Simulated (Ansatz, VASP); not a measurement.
## InAs: VASP beside Ansatz

One calculation is typed for both programs; each brings its own data sets. How far apart do they land? The cell is taken from a series of runs on this material, whose earlier steps may have relaxed, scaled, displaced or heated it; both programs get it as it stands.

Program: Ansatz 0.2.0. Level of theory: plane waves, with VASP 6.6.1 beside it; zone-centre phonons at PBEsol. Results are calculated unless marked as measured.

## 1. Set-up

It takes space group I-4m2 (No. 119, tetragonal). The conventional cell has a = 4.347 Å, b = 4.347 Å, c = 6.018 Å, α = 90.00°, β = 90.00°, γ = 90.00°. Nearest to As lie 4 In at 2.64 Å. Nearest to In lie 4 As at 2.64 Å. Farther neighbours are not listed.

## 2. Ansatz: zone-centre phonons, PBEsol

Ansatz runs on its PAW soft_1 files.

Second derivatives magnify differences that forces hide, and they need a tight electronic threshold.

Input file input.yaml:

```yaml
crystal:
  lattice:
    - [0.0, 3.0739751144, 3.0092298542]
    - [3.0739751144, 0.0, 3.0092298542]
    - [3.0739751144, 3.0739751144, 0.0]
  atoms:
    - { symbol: As, position: [0.75, 0.75, 0.75] }
    - { symbol: In, position: [0.0, 0.0, 0.0] }
kpoints:
  mp_grid: { grid: [12, 12, 12] }
hamiltonian:
  xc: pbesol
  pseudopotentials: { kind: paw, azcp: { folder: soft_1 }, xc_functional: pbe }
scf:
  occupations: { method: methfessel_paxton, width: 0.2 }
output:
  eigenvalues: true
phonons:
  method: dfpt
```

On the command line:

```bash
> ansatz run input.yaml --threads 4 --pin off --max-ram 10240MiB --backend cpu --events-out ev --progress --plain --runs-dir out
```

Numbers of over 12 decimals in the logs are rounded to 6 here.

What it wrote:

```text
zone centre: on kpoints.mp_grid the ground state, and the responses unless they are solved on pairs of k-points, stand on 280 of the mesh's 1728 k-points, reduced under 4 symmetry operations, with k and −k counted as one. Each operation leaves every solved displacement unchanged or reverses it
Engine: ansatz 0.2.0, aarch64-unknown-linux-gnu
Pseudopotentials: kind: paw
Pseudopotential: As, paw, valence charge 15, recommended cutoff 420 eV (normal), soft_1/As.paw.azcp
Pseudopotential: In, paw, valence charge 13, recommended cutoff 420 eV (normal), soft_1/In.paw.azcp
Functional definition: PBEsol
  exchange = pbesol_x
  correlation = pbesol_c
Crystal: 2 atoms, lattice volume = 56.870 Å³
Basis set: ecut = 420 eV, 1099 PW (Γ), exchange–correlation on 60×60×60 points (8 copies of the dense FFT grid, shifted against one another)
Bands: 18, of which v1, the nominal top of the filled ones, is band 14 counted from 1 (13 counted from 0)
Symmetry: 8 space group operations
k-points: 280 of 1728 (irreducible under 4 space group operations, time reversal used)
Non-local potential: As, projectors of the file, l = 0: 2, l = 1: 2, l = 2: 3, l = 3: 1
Non-local potential: In, projectors of the file, l = 0: 2, l = 1: 2, l = 2: 2, l = 3: 1
PAW form: soft (Blöchl's): semilocal exchange-correlation on the pseudo side does not see the compensation charge
PAW frozen core: As, regenerated for the run's functional, and the local potential with it (the file was generated under x = pbe(κ = 0.804, μ = 0.219515), c = pbe(β = 0.066725))
PAW frozen core: In, regenerated for the run's functional, and the local potential with it (the file was generated under x = pbe(κ = 0.804, μ = 0.219515), c = pbe(β = 0.066725))
PAW one-centre angular grid: As, 590 points (default); XC on 64 Gauss nodes
PAW one-centre angular grid: In, 590 points (default); XC on 64 Gauss nodes
Initial density: superposition of atomic densities (chi_scale 0.1, normalization cell, long waves kept (reshape's long-wave potential 0.00 eV rms))
Initial wavefunctions: pseudopotential atomic-orbital guess
Functional: x = pbesol(κ = 0.804, μ = 0.123457), c = pbesol(β = 0.046)
SCF iter   1: F=—  HF=-10338.982711 eV  |F-HF|=—  |Δ(HF+E_count)|=         —  Δρ=2.80e-2  dr2=3.55e-1  ethr=3.10e-3  ⟨swp⟩=5.2  Hψ=25479  notcnv=0
preconditioner: auto → Kerker (q_TF=auto, 2.424 Å⁻¹)  [metal: Δε(μ)=0.099 eV  Ē_g=14.558 eV  σ=0.200 eV  W_gap=0.38  n_scr=14 (ndim 8)  ℏωp=20.9 eV  f_vac=0.013  D(μ)=0.05/eV (n_scr^D=0)]
SCF iter   2: F=—  HF=-10338.929789 eV  |F-HF|=—  |Δ(HF+E_count)|=   5.29e-2  S|Δr|=    0.00e0  Δρ=1.77e-2  dr2=1.61e-1  ethr=1.27e-3  ⟨swp⟩=2.0  Hψ=8221  notcnv=0
SCF iter   3: F=—  HF=-10338.891805 eV  |F-HF|=—  |Δ(HF+E_count)|=   3.80e-2  S|Δr|=    0.00e0  Δρ=2.91e-3  dr2=9.11e-3  ethr=5.77e-4  ⟨swp⟩=2.0  Hψ=6148  notcnv=0
SCF iter   4: F=—  HF=-10338.893309 eV  |F-HF|=—  |Δ(HF+E_count)|=   1.50e-3  S|Δr|=    0.00e0  Δρ=1.30e-3  dr2=2.18e-3  ethr=3.25e-5  ⟨swp⟩=2.2  Hψ=8409  notcnv=0
SCF iter   5: F=—  HF=-10338.893635 eV  |F-HF|=—  |Δ(HF+E_count)|=   3.27e-4  S|Δr|=    0.00e0  Δρ=5.90e-4  dr2=3.31e-4  ethr=7.78e-6  ⟨swp⟩=2.0  Hψ=8961  notcnv=0
SCF iter   6: F=—  HF=-10338.893890 eV  |F-HF|=—  |Δ(HF+E_count)|=   2.55e-4  S|Δr|=    0.00e0  Δρ=2.03e-4  dr2=2.64e-5  ethr=1.18e-6  ⟨swp⟩=2.0  Hψ=8960  notcnv=0
SCF iter   7: F=—  HF=-10338.893915 eV  |F-HF|=—  |Δ(HF+E_count)|=   2.44e-5  S|Δr|=    0.00e0  Δρ=4.52e-5  dr2=1.03e-6  ethr=9.42e-8  ⟨swp⟩=2.0  Hψ=8961  notcnv=0
SCF iter   8: F=—  HF=-10338.893918 eV  |F-HF|=—  |Δ(HF+E_count)|=   2.98e-6  S|Δr|=    0.00e0  Δρ=1.12e-5  dr2=7.04e-8  ethr=3.67e-9  ⟨swp⟩=2.0  Hψ=7561  notcnv=0
SCF iter   9: F=—  HF=-10338.893918 eV  |F-HF|=—  |Δ(HF+E_count)|=   1.15e-7  S|Δr|=    0.00e0  Δρ=2.70e-6  dr2=7.11e-9  ethr=2.51e-10  ⟨swp⟩=2.0  Hψ=8961  notcnv=0
SCF iter  10: F=—  HF=-10338.893918 eV  |F-HF|=—  |Δ(HF+E_count)|=   9.94e-9  S|Δr|=    0.00e0  Δρ=9.71e-7  dr2=1.19e-9  ethr=2.54e-11  ⟨swp⟩=2.0  Hψ=6128  notcnv=0
SCF iter  11: F=—  HF=-10338.893918 eV  |F-HF|=—  |Δ(HF+E_count)|=   1.12e-9  S|Δr|=    0.00e0  Δρ=2.72e-7  dr2=7.07e-11  ethr=4.24e-12  ⟨swp⟩=2.0  Hψ=6026  notcnv=0
SCF iter  12: F=-10338.893918 eV  HF=-10338.893918 eV  |F-HF|=3.64e-12  |Δ(HF+E_count)|=  6.91e-11  S|Δr|=    0.00e0  Δρ=5.30e-8  dr2=2.26e-12  ethr=1.00e-12  ⟨swp⟩=6.0  Hψ=21209  notcnv=0
SCF 1 converged in 12 iterations: F = -10338.893918 eV  dr2 = 2.26e-12
  greatest PAW one-centre occupation: 0.999 electrons in one spin orbital (limit 2), on the As atom at site 0 (counted from 0), in its partial waves of l = 2
DFPT response loops at Γ: preconditioner auto → Kerker (q_TF=auto, 2.424 Å⁻¹) (partly filled bands, converged f_vac=0.095); β = 1.00, the filter's whole step (`scf.mixing.beta` (0.50) is not read by the response loops under this deck's `scf.mixing.preconditioner`; to damp them name `kerker` or `kerker_dos`, under which they read `scf.mixing.beta`, and type it under 1.00, their step now; both keys bind the ground state too); Broyden in place of MSR1
SCF converged after 12 iterations
Stability not checked: this state was not tested for a lower state beside it, because cold or Methfessel-Paxton smearing, or corrected tetrahedra, fill the levels in a way that the test cannot read (fill_not_monotonic; see scf.lower_state_search)
Free energy (F): -10338.893918 eV
Harris-Foulkes:  -10338.893918 eV  (|F-HF|=3.64e-12)
Internal energy: -10338.894389 eV  (E = F + TS)
E sigma→0 (E₀):  -10338.894036 eV
Entropy (-TS):   0.000472 eV (0.236 meV/atom)
Fermi energy:    7.218377 eV
Step filling:    the computed levels leave a gap of 0.0976 eV = 0.5 smearing widths at the electron count; against every level under it full and every level over it empty, smearing changes F+E_penalty+E_count by +0.222 meV and its σ→0 estimate by +0.104 meV
--- Per-component energies (eV) ---
  E_band       = -329.432547
  E_kinetic    = 316.331350
  E_local      = -3516.842742  (includes V_loc(G=0)·N_el)
  E_nonlocal   = -63.457956
  E_hartree    = 1744.263978
  E_xc         = -211.262645
  E_vxc        = -162.855355  (∫ρ·V_xc dr)
  E_paw        = -6109.514817  (= ΣΔE_a)
  E_vpaw       = -391.135939  (= ΣTr[D̂ρ^β])
  E_aug_tail   = 0.000148  (compensation charges beyond the density's cutoff)
  E_ewald      = -2499.614039
  E_core_change = 1.202334  (= ΣΔE_core)
  E_smearing   = 0.000472  (= −TS)
  E_closure    = -0.000000  (closes the sum)
  Σ components = -10338.893918   (vs F -10338.893918, Δ=0.00e0)
--- Band table (eV; the first three rows and the last of 280) ---
  k-point 0: bands = [... 10 lower, -4.5437, 6.7342, 7.1342, 7.1342, 7.2318, 10.9966, 11.0385, 11.0385]
  k-point 1: bands = [... 10 lower, -4.4742, 5.8078, 7.0434, 7.1139, 7.8560, 11.0200, 11.1582, 11.1672]
  k-point 2: bands = [... 10 lower, -4.2738, 4.6273, 6.8221, 6.9082, 8.2686, 11.3215, 11.4563, 11.4953]
  k-point 279: bands = [... 10 lower, -2.5977, 1.4950, 4.8461, 4.8461, 8.5984, 9.0296, 16.1715, 16.1926]
--- Phonons (Γ-DFPT): 4 representative perturbations + reference, on 280 of 1728 k-points (Σ response iterations 12) ---
  k mesh reduced under 4 symmetry operations, with k and −k counted as one. Each operation leaves every solved displacement unchanged or reverses it
  ASR residual: 6.920e-5 → 0.000e0 eV/Å²; symmetrization residual: 1.741e-5 eV/Å²
  ASR residual per site (eV/Å²): 1.36e-5 6.92e-5
  Γ frequencies (cm⁻¹): 0.00 0.00 0.00 204.99 205.90 205.90
  non-analytic LO–TO correction: not included (Born effective charges unavailable; polar crystals: no LO–TO splitting at Γ)
```

(Part 1 of 2 ends here.)

[Lines on the potential files, build, host, timing and source positions are cut from VASP's logs without a mark.]

[Logs are printed without paths, hosts, clocks, repeated set-up lines and the standing remarks that a program may print on its own settings, such as how far it seeks lower states.]

[Hosts, paths, dates, database ids (printed as entryN), source tags and the programs' standing remarks are cut or masked in the printed files.]
